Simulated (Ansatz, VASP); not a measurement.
**Zn: VASP beside Ansatz**

File INCAR:

```
SYSTEM = Zn
  ALGO = Normal
  DIPOL = 0.5 0.5 0.500
  EDIFF = 1E-6
  ENCUT = 520
  GGA = PE
  IDIPOL = 3
  ISIF = 2
  ISMEAR = 0
  LASPH = .True.
  LCHARG = .True.
  LDIPOL = .True.
  LELF = .True.
  LREAL = .False.
  LVACPOTAV = .True.
  LVHAR = .True.
  LWAVE = .False.
  NBANDS = 84
  NELM = 100
  PREC = Accurate
  SIGMA = 0.1
```

The input KPOINTS:

```
k-points
0
Gamma
  13 7 1
  0 0 0
```

The input POSCAR:

```
Zn
1.0
    2.6333229228      0.0000000000      0.0000000000
    0.0000000000      5.1082449754      0.0000000000
    0.0000000000      0.0000000000     27.1627975866
Zn
12
Direct
    0.0000000000      0.7500000000      0.2761129437
    0.5000000000      0.2500000000      0.3040988257
    0.5000000000      0.7500000000      0.3600705898
    0.0000000000      0.2500000000      0.3880564718
    0.0000000000      0.7500000000      0.4440282359
    0.5000000000      0.2500000000      0.4720141180
    0.5000000000      0.7500000000      0.5279858820
    0.0000000000      0.2500000000      0.5559717641
    0.0000000000      0.7500000000      0.6119435282
    0.5000000000      0.2500000000      0.6399294102
    0.5000000000      0.7500000000      0.6959011743
    0.0000000000      0.2500000000      0.7238870563
```

Input for Ansatz:

```yaml
crystal:
  lattice:
    - [2.6333229228, 0.0, 0.0]
    - [0.0, 5.1082449754, 0.0]
    - [0.0, 0.0, 27.1627975866]
  atoms:
    - { symbol: Zn, position: [0.0, 0.75, 0.2761129437] }
    - { symbol: Zn, position: [0.5, 0.25, 0.3040988257] }
    - { symbol: Zn, position: [0.5, 0.75, 0.3600705898] }
    - { symbol: Zn, position: [0.0, 0.25, 0.3880564718] }
    - { symbol: Zn, position: [0.0, 0.75, 0.4440282359] }
    - { symbol: Zn, position: [0.5, 0.25, 0.472014118] }
    - { symbol: Zn, position: [0.5, 0.75, 0.527985882] }
    - { symbol: Zn, position: [0.0, 0.25, 0.5559717641] }
    - { symbol: Zn, position: [0.0, 0.75, 0.6119435282] }
    - { symbol: Zn, position: [0.5, 0.25, 0.6399294102] }
    - { symbol: Zn, position: [0.5, 0.75, 0.6959011743] }
    - { symbol: Zn, position: [0.0, 0.25, 0.7238870563] }
basis:
  ecutwfc: 420
kpoints:
  mp_grid: { grid: [13, 7, 1] }
hamiltonian:
  xc: pbe
scf:
  occupations: { method: gaussian, width: 0.1 }
output:
  forces: true
  stress: true
  eigenvalues: true
  write_density: true
  write_potential: true
  elf: true
  volumetric_format: npy
efield:
  axis: 3
  dipole_correction: true
```

Alike in both runs: task single point; functional PBE; k mesh 13 × 7 × 1; occupations gaussian, width 0.1 eV; no spin polarisation.

|  | VASP | Ansatz |
| --- | --- | --- |
| version | VASP 6.6.1 | Ansatz 0.2.0 |
| potentials or method | VASP PAW PBE potentials, release 64 (Zn) | scalar-relativistic, plane waves, PAW |
| plane-wave cutoff (eV) | 520 | 420 |
| valence electrons in the cell | 144 | 144 |

```csv
,VASP,Ansatz,Ansatz less VASP
gap on the k mesh at the Fermi level (eV),none,none,-
rms of the force components (eV/Å),0.139,0.136,-0.0035
"work function, face that differs most (eV)",4.32,4.33,+0.004
```

Atom by atom the forces differ by 0.006 eV/Å (rms over components). A gap of «none» marks a metal or a gap that the smearing closes. The functional is the same, so the differences come from potentials, cutoffs and numerics. Ansatz warned: «xc_potential_rough_in_thin_density».
